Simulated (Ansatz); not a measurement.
This is a relaxation of cell and atoms with the PAW code Ansatz on ZrSe2 (CdI2 type); the level of theory is PBE-D3(BJ). The start is a rough guess from atomic radii.

```yaml
crystal:
  lattice:
    - [4.31539988, 0.0, 0.0]
    - [-2.15769994, 3.7372459236, 0.0]
    - [0.0, 0.0, 6.477022156]
  atoms:
    - { symbol: Zr, position: [0.0, 0.0, 0.0] }
    - { symbol: Se, position: [0.3333333333, 0.6666666667, 0.2707279728] }
    - { symbol: Se, position: [0.6666666667, 0.3333333333, 0.7292720272] }
kpoints:
  mp_grid: { grid: [6, 6, 4] }
hamiltonian:
  xc: pbe
  dispersion: d3bj
scf:
  occupations: { method: fermi_dirac, width: 0.02 }
relax:
  f_tol: 0.005
  cell: {}
```

The trajectory has 7 recorded frames, each with positions in Å and forces in eV/Å. The last, and any step after a large change of cell, is solved on a basis re-selected at its cell; pressure is positive in compression.

Step 1: energy 0.0 meV/atom from step 1, largest force component 2.215 eV/Å, pressure -14.76 GPa
```xyz
3
Lattice="4.3154 0.0000 0.0000 -2.1577 3.7372 0.0000 0.0000 0.0000 6.4770" Properties=species:S:1:pos:R:3:forces:R:3 pbc="T T T"
Zr    0.0000    0.0000    0.0000    0.0000    0.0000    0.0000
Se    0.0000    2.4915    1.7535    0.0000    0.0000   -2.2146
Se    2.1577    1.2457    4.7235    0.0000    0.0000    2.2146
```

Step 2: energy -528.4 meV/atom from step 1, largest force component 0.547 eV/Å, pressure -8.46 GPa
```xyz
3
Lattice="4.1098 0.0000 0.0000 -2.0549 3.5592 0.0000 0.0000 0.0000 6.2559" Properties=species:S:1:pos:R:3:forces:R:3 pbc="T T T"
Zr    0.0000    0.0000    0.0000    0.0000    0.0000    0.0000
Se    0.0000    2.3728    1.5060    0.0000    0.0000   -0.5466
Se    2.0549    1.1864    4.7499    0.0000    0.0000    0.5466
```

Step 3: energy -670.4 meV/atom from step 1, largest force component 0.480 eV/Å, pressure -1.53 GPa
```xyz
3
Lattice="3.8963 0.0000 0.0000 -1.9481 3.3743 0.0000 0.0000 0.0000 6.1875" Properties=species:S:1:pos:R:3:forces:R:3 pbc="T T T"
Zr    0.0000    0.0000    0.0000    0.0000    0.0000    0.0000
Se    0.0000    2.2495    1.4810    0.0000    0.0000    0.4800
Se    1.9481    1.1248    4.7065    0.0000    0.0000   -0.4800
```

Step 4: energy -710.8 meV/atom from step 1, largest force component 0.141 eV/Å, pressure +0.27 GPa
```xyz
3
Lattice="3.6985 0.0000 0.0000 -1.8493 3.2030 0.0000 0.0000 0.0000 6.0488" Properties=species:S:1:pos:R:3:forces:R:3 pbc="T T T"
Zr    0.0000    0.0000    0.0000    0.0000    0.0000    0.0000
Se    0.0000    2.1354    1.6289    0.0000    0.0000   -0.1414
Se    1.8493    1.0677    4.4199    0.0000    0.0000    0.1414
```

Step 5: energy -714.3 meV/atom from step 1, largest force component 0.002 eV/Å, pressure 0.00 GPa
```xyz
3
Lattice="3.7428 0.0000 0.0000 -1.8714 3.2414 0.0000 0.0000 0.0000 6.0270" Properties=species:S:1:pos:R:3:forces:R:3 pbc="T T T"
Zr    0.0000    0.0000    0.0000    0.0000    0.0000    0.0000
Se    0.0000    2.1609    1.5942    0.0000    0.0000   -0.0018
Se    1.8714    1.0805    4.4327    0.0000    0.0000    0.0018
```

Step 6: energy -714.3 meV/atom from step 1, largest force component 0.002 eV/Å, pressure -0.01 GPa
```xyz
3
Lattice="3.7455 0.0000 0.0000 -1.8727 3.2437 0.0000 0.0000 0.0000 6.0123" Properties=species:S:1:pos:R:3:forces:R:3 pbc="T T T"
Zr    0.0000    0.0000    0.0000    0.0000    0.0000    0.0000
Se    0.0000    2.1624    1.5922    0.0000    0.0000    0.0020
Se    1.8727    1.0812    4.4202    0.0000    0.0000   -0.0020
```

Step 7: energy -713.9 meV/atom from step 1, largest force component 0.003 eV/Å, pressure -0.01 GPa
```xyz
3
Lattice="3.7455 0.0000 0.0000 -1.8727 3.2437 0.0000 0.0000 0.0000 6.0123" Properties=species:S:1:pos:R:3:forces:R:3 pbc="T T T"
Zr    0.0000    0.0000    0.0000    0.0000    0.0000    0.0000
Se    0.0000    2.1624    1.5922    0.0000    0.0000    0.0026
Se    1.8727    1.0812    4.4202    0.0000    0.0000   -0.0026
```

In 6 steps the volume changed by -30.1 %; between the first SCF and the last, each on a basis chosen for its cell, the energy fell by 714 meV an atom. At the end: it is trigonal, P-3m1 (No. 164); conventional cell a = 3.745 Å, c = 6.012 Å, 24.35 Å³ an atom. Around Zr lie 6 Se at 2.69 Å; around Se lie 3 Zr at 2.69 Å.

Run as `ansatz run input.yaml --threads 2 --pin off --max-ram 2211MiB --backend cpu --events-out ev --progress --plain --runs-dir out`.

Calculated for a static, non-magnetic cell.
